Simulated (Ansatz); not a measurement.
# SnGe2: what a guessed cell relaxes into, part 2 of 2

The task: take a trial cell of SnGe2 to zero force and stress.

Ansatz 0.2.0; DFT PBE, scalar-relativistic, plane waves, PAW. The steps go on from the part before.

## (4) Relaxation on the finer mesh

The end of the coarse run is made exact in the group found at a tolerance of 0.06 Å and reduced to its primitive cell.

The input, input.yaml:

```yaml
crystal:
  lattice:
    - [0.0, 3.3967156208, 3.3967156208]
    - [3.3967156208, 0.0, 3.3967156208]
    - [3.3967156208, 3.3967156208, 0.0]
  atoms:
    - { symbol: Sn, position: [0.0, 0.0, 0.0] }
    - { symbol: Ge, position: [0.25, 0.25, 0.25] }
    - { symbol: Ge, position: [0.75, 0.75, 0.75] }
basis:
  ecutwfc: 420
kpoints:
  mp_grid: { grid: [12, 12, 12] }
hamiltonian:
  xc: pbe
scf:
  occupations: { method: gaussian, width: 0.1 }
output:
  forces: true
  stress: true
  eigenvalues: true
  write_density: true
  write_potential: true
  elf: true
  volumetric_format: npy
relax:
  adjacent_minimum: "off"
  f_tol: 0.01
  max_steps: 80
  cell: { stress_tol: 0.05 }
```

Started as:

```console
ansatz run input.yaml --threads 1 --pin off --max-ram 2048MiB --backend cpu --events-out ev --progress --plain --runs-dir out
```

The log of the run, shortened:

```text
Warning: RAYON_NUM_THREADS=1 ignored (pool sized by the plan → 1); use --threads N
[...]
Pseudopotentials: kind: paw
Pseudopotential: Sn, paw, valence charge 14, recommended cutoff 420 eV (normal), Sn.paw.azcp
Pseudopotential: Ge, paw, valence charge 14, recommended cutoff 420 eV (normal), Ge.paw.azcp
Functional definition: PBE
[...]
Crystal: 3 atoms, lattice volume = 78.380 Å³
Basis set: ecut = 420 eV, 1471 PW (Γ), exchange–correlation on 72×72×72 points (8 copies of the dense FFT grid, shifted against one another)
Bands: 26, of which v1, the nominal top of the filled ones, is band 21 counted from 1 (20 counted from 0)
Symmetry: 48 space group operations
Space group: Fm-3m (ITA 225), of the structure as read, at distance tolerance 4.3e-5 Å
k-points: 72 of 1728
[...]
SCF iter   1: F=—  HF=-14613.095859 eV  |F-HF|=—  |Δ(HF+E_count)|=         —  Δρ=1.31e-3  dr2=1.42e-3  ethr=1.77e-3  ⟨swp⟩=5.9  Hψ=7904  notcnv=0
[...]
  atom   3  Ge     0.00000000     0.00000000    -0.00000000
[...]
--- Stress (GPa, compression-positive) ---
        0.015222      -0.000000      -0.000000
       -0.000000       0.015222      -0.000000
       -0.000000      -0.000000       0.015222
  P = ⅓ Tr σ = 0.0152 GPa (0.152 kbar)
--- Band table (eV; the first three rows and the last of 72) ---
[... band rows left out ...]
[...]
--- Relaxed structure (2 steps of the walk, 2 accepted, 1 SCFs on fresh bases) ---
  F+E_penalty+E_count = -14613.09528181 eV   max|allowed force component| = 6.630e-17 eV/Å   (the final SCF, on the basis selected at the relaxed cell)
  cell:  # Å, volume = 78.2488 Å³
    - [-1.528611609868677e-34, 3.394813116597107, 3.394813116597107]
    - [3.394813116597107, -2.2929174148030154e-34, 3.394813116597107]
    - [3.394813116597107, 3.394813116597107, 2.5476860164477947e-35]
  atoms:
    - { symbol: Sn, position: [-1.6143684512544068e-35, 2.5593646178423526e-35, 2.953113020587329e-35] }
    - { symbol: Ge, position: [0.24999999999999997, 0.24999999999999997, 0.24999999999999997] }
    - { symbol: Ge, position: [0.75, 0.75, 0.75] }
```

Run time: 17 s. Hardware: 1 thread of Intel Xeon Platinum 8488C (Sapphire Rapids), shared host; peak memory 0.59 GiB.

Relaxation path:

| step | E - E(step 1) (eV/cell) | largest force component (eV/Å) | pressure (GPa) | volume (Å³) |
| --- | --- | --- | --- | --- |
| 1 | 0.0000 | 0.0000 | -0.06 | 78.38 |
| 2 | 0.0000 | 0.0000 | 0.02 | 78.25 |
| 3 | 0.0000 | 0.0000 | 0.02 | 78.25 |

Step 1 is the start. Step 3 repeats the geometry before it on a plane-wave basis chosen anew for that cell, so its energy need not be comparable with the rows above.

Lengths and angles in the start's conventional setting:

|  | before | after | change |
| --- | --- | --- | --- |
| a (Å) | 6.793 | 6.790 | -0.1 % |
| b (Å) | 6.793 | 6.790 | -0.1 % |
| c (Å) | 6.793 | 6.790 | -0.1 % |
| volume (Å³/atom) | 26.13 | 26.08 | -0.2 % |
| shortest distance (Å) | 2.942 | 2.940 | -0.1 % |
| space group (0.01 Å) | Fm-3m | Fm-3m | same |

Forces and stress were held to the start's 48 operations: a distortion of lower symmetry was not tested.

Axes a, b and c in the maps are those of this run's conventional cell (a, b, c = 6.790, 6.790, 6.790 Å).

Density in a lattice plane of the grid's cell (edges 6.79 and 6.79 Å, at 0.250 of the third edge), which holds Ge.

Ten even steps from ' ' (0.07 e/Å³) to '@' (48.09 e/Å³):
```
                                                
                                                
                                                
          ..--..                  ..--..        
          ++@@++                  ++@@++        
          ..--..                  ..--..        
                                                
                                                
                                                
                                                
                                                
                                                
                                                
          ..--..                  ..--..        
          ++@@++                  ++@@++        
          ..--..                  ..--..        
                                                
                                                
                                                
                                                
```
Columns run along the first of these edges and rows up along the second, over one cell in 24 and 20 even steps from the bottom left corner. Atoms in the plane (fractional): Ge at (0.25, 0.25), Ge at (0.75, 0.75), Ge at (0.25, 0.75), Ge at (0.75, 0.25).

ELF in the same plane.

Ten even steps from '0' (0.04) to '9' (0.47):
```
444577877544444577877544
447999999974447999999974
469997679996469997679996
469961016996469961016996
479840404897479840404897
469961016996469961016996
469997679996469997679996
447999999974447999999974
444577877544444577877544
444444444444444444444444
444577877544444577877544
447999999974447999999974
469997679996469997679996
469961016996469961016996
479840404897479840404897
469961016996469961016996
469997679996469997679996
447999999974447999999974
444577877544444577877544
444444444444444444444444
```
Columns run along the first of these edges and rows up along the second, over one cell in 24 and 20 even steps from the bottom left corner. Atoms in the plane (fractional): Ge at (0.25, 0.25), Ge at (0.75, 0.75), Ge at (0.25, 0.75), Ge at (0.75, 0.25).

Both are smooth fields of the valence electrons: close to the nuclei they are not physical.

The highest ELF values outside the cores: 0.53 on the Ge–Sn line, 1.2 Å from Ge; 0.46 beside Ge, off the lines to its neighbours, 1.2 Å from Ge.

## (5) What came out

This closing draws on all 2 parts. Changes of volume or cell count from the first structure of part 1.

| quantity | value |
| --- | --- |
| symmetry at the end (tolerance 0.05 Å) | space group Fm-3m (No. 225) |
| conventional cell | a = 6.790 Å, b = 6.790 Å, c = 6.790 Å, α = 90.00°, β = 90.00°, γ = 90.00° |
| volume | 26.08 Å³/atom |
| energy over the elements, grey Sn | +0.36 eV/atom |
| gap on the mesh | none (metal) |

The space group Fm-3m (No. 225) is kept, and the volume per atom grows by 18.9 % from the first guess. With a positive formation energy it can't be a ground state. No finished test with a distortion of lower symmetry is shown, so the end may be a saddle point.
